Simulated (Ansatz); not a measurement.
# WC (P4/nmm)

Theory: DFT PBE, scalar-relativistic, plane waves, PAW in Ansatz.

Cutoff 420 eV; k points 16×16×10 on the computed 4-atom cell (Γ-centred); Gaussian smearing, width 0.10 eV; no spin polarisation.

The structure is relaxed at this level of theory with its symmetry kept, and needn't be the ground state of this composition.

```xyz
4
Lattice="3.0575 0.0000 0.0000 0.0000 3.0575 0.0000 0.0000 0.0000 4.5024" Properties=species:S:1:pos:R:3 pbc="T T T"
W     1.5287    0.0000    3.2391
W     0.0000    1.5287    1.2633
C     1.5287    0.0000    1.0033
C     0.0000    1.5287    3.4991
```

Formation energy from the elements' standard states (uncorrected)?

+0.275 eV/atom.

Kohn–Sham band gap?

none (metal).

Density of states at the Fermi level?

2.0 states/eV per cell.

Orbital (Löwdin) character within 0.5 eV of the Fermi level?

W 5d 72 %, C 2p 23 %.

Bader charge by site (e)?

W (2 in the cell) 1.59, C (2 in the cell) -1.59.

Spin-orbit coupling is left out, which matters for the bands of heavy elements.

Another cell of WC relaxed alike, in P-6m2, lies 0.42 eV/atom lower, so this cell isn't the stable form at this level.

The cell was found from a structure generator's guess, not taken from experiment. Löwdin shares on free-atom orbitals overweight diffuse shells.
